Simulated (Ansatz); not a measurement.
The system is GaN.

```
Ga N
1.0
     0.00000    2.25350    2.25350
     2.25350    0.00000    2.25350
     2.25350    2.25350    0.00000
Ga N
1 1
Direct
  0.00000 0.00000 0.00000
  0.25000 0.25000 0.25000
```

The cell is a database's computed one.

| Property | Result |
| --- | --- |
| Program | Ansatz 0.2.0 |
| Task | relaxation of cell and atoms |
| Functional | revPBE |
| Potentials or basis | Ansatz PAW |
| Cutoff | 420 eV (not typed: the program's choice for these potentials) |
| k mesh | 10 × 10 × 10 |
| Occupations | fermi-dirac, width 0.05 eV |
| Spin | no spin polarisation |

At the start: volume 11.44 Å³/atom.

Problem. How do energy, volume and symmetry change on relaxing?

Solution. It ends after 7 steps and the volume is 11.96 Å³/atom (+4.6 %); space group F-43m (No. 216, to 0.05 Å).

The path:
| step | energy change (eV) | largest force (eV/Å) | volume (Å³) |
| --- | --- | --- | --- |
| 1 | 0.0000 | 0.0000 | 22.89 |
| 2 | -0.0186 | 0.0000 | 23.47 |
| 3 | -0.0217 | 0.0000 | 23.87 |
| 4 | -0.0216 | 0.0000 | 23.90 |
| 5 | -0.0252 | 0.0000 | 23.90 |
| 6 | -0.0251 | 0.0000 | 23.93 |
| 7 | -0.0251 | 0.0000 | 23.93 |

Final structure:
```
Ga N
1.0
     0.00000    2.28719    2.28719
     2.28719    0.00000    2.28719
     2.28719    2.28719    0.00000
Ga N
1 1
Direct
  0.00000 0.00000 0.00000
  0.25000 0.25000 0.25000
```

Caveat: the plane-wave basis is chosen anew once the cell has moved, so the energies of steps on either side of that aren't comparable; the pressure holds a Pulay correction of +0.5 GPa for the finite cutoff; the PAW data sets come from PBE, with cores solved anew for the run's functional, which leaves a small shift of forces and pressure.
